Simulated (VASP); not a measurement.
Wanted: the native input for a VASP 6.6.1 run.

| Property | Result |
| --- | --- |
| Task | relaxation of cell and atoms |
| Functional | r2SCAN |
| Potentials or basis | VASP PAW PBE potentials, release 64 (Zr_sv, S) |
| Cutoff | 600 eV |
| k mesh | 9 × 9 × 5 |
| Occupations | gaussian, width 0.03 eV |
| Spin | no spin polarisation |
| Further INCAR settings | ALGO = Normal; EDIFF = 1e-06; IBRION = 2; EDIFFG = -0.01; NSW = 90; ISIF = 3 |

The structure of ZrS2 lies in POSCAR:

```
ZrS2
1.0
    3.6913825498      0.0000000000      0.0000000000
   -1.8456912749      3.1968310632      0.0000000000
    0.0000000000      0.0000000000      6.0410770100
Zr S
1 2
Direct
    0.0000000000      0.0000000000      0.0000000000
    0.6666666700      0.3333333300      0.7620900300
    0.3333333300      0.6666666700      0.2379099700
```

The cell is a database's computed one.

These files were run (other wordings do the same):

INCAR

```
SYSTEM = ZrS2
PREC = Accurate
ENCUT = 600
EDIFF = 1E-6
ISMEAR = 0
SIGMA = 0.03
LREAL = .False.
LASPH = .True.
NELM = 80
ALGO = Normal
ISIF = 3
LWAVE = .False.
LCHARG = .False.
METAGGA = R2SCAN
LMIXTAU = .True.
IBRION = 2
NSW = 90
EDIFFG = -0.01
```

KPOINTS

```
Automatic mesh
0
Gamma
  9 9 5
  0 0 0
```

Potentials or basis: VASP PAW PBE potentials, release 64 (Zr_sv, S).

Command:

```bash
$ cat potpaw_PBE.64/Zr_sv/POTCAR potpaw_PBE.64/S/POTCAR > POTCAR
$ mpirun -np 1 vasp_std > vasp.out
```

Results of the run:

```json
{
 "Relaxed volume": "23.97 Å³/atom",
 "Relaxed cell": "a = 3.690 Å, b = 3.690 Å, c = 6.100 Å, α = 90.00°, β = 90.00°, γ = 120.00°",
 "Space group after relaxing (to 0.05 Å)": "P-3m1 (No. 164)",
 "Energy gained by relaxing": "0.1 meV/atom",
 "Ionic steps": "11",
 "Pressure after relaxing": "0.0 GPa",
 "Band gap on the k mesh": "1.41 eV, indirect (least direct gap 2.01 eV)"
}
```

Caveat: the PAW data sets were made with another functional, which shifts forces and pressure a little; an odd mesh through Γ misses points on the zone boundary, where band edges often lie.

Wall time 12 min on 1 thread of Intel(R) Xeon(R) 6975P-C (Granite Rapids) (shared host), peak memory 0.27 GiB.
